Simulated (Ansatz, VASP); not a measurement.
# MgI2: VASP beside Ansatz

```
Mg I
1.0
     4.20720    0.00000    0.00000
    -2.10360    3.64354    0.00000
     0.00000    0.00000    7.81172
Mg I
1 2
Direct
  0.00000 0.00000 0.00000
  0.33333 0.66667 0.77051
  0.66667 0.33333 0.22949
```

Alike in both runs: task single point; functional PBE; k mesh 6 × 6 × 4; occupations gaussian, width 0.05 eV; no spin polarisation.

```csv
,VASP,Ansatz
version,VASP 6.6.1,Ansatz 0.2.0
potentials or method,"VASP PAW PBE potentials, release 64 (Mg, I)","scalar-relativistic, plane waves, PAW"
plane-wave cutoff (eV),520,520
valence electrons in the cell,16,44
```

Ansatz gave:

```
gap on the k mesh at the Fermi level (eV)       : 3.34
least direct gap on the mesh (eV)               : 3.36
pressure (GPa)                                  : -1.4
largest component of the traceless stress (GPa) : 1.01
rms of the force components (eV/Å)              : 0.245
```

Problem. Estimate VASP's values.

Solution. gap on the k mesh at the Fermi level (eV): 3.32; least direct gap on the mesh (eV): 3.35; pressure (GPa): -1.4; largest component of the traceless stress (GPa): 1.01; rms of the force components (eV/Å): 0.249.

Atom by atom the forces differ by 0.005 eV/Å (rms over components). With one functional, cell and mesh, what is left measures potentials, basis and numerics. The two sets of potentials don't hold the same shells in valence.

Caveats: spin-orbit coupling is left out, which moves the levels of the heavy elements; this functional lacks dispersion, which binds the layers, so the pressure and a relaxed spacing across them are unreliable. A k mesh can miss the band edges.
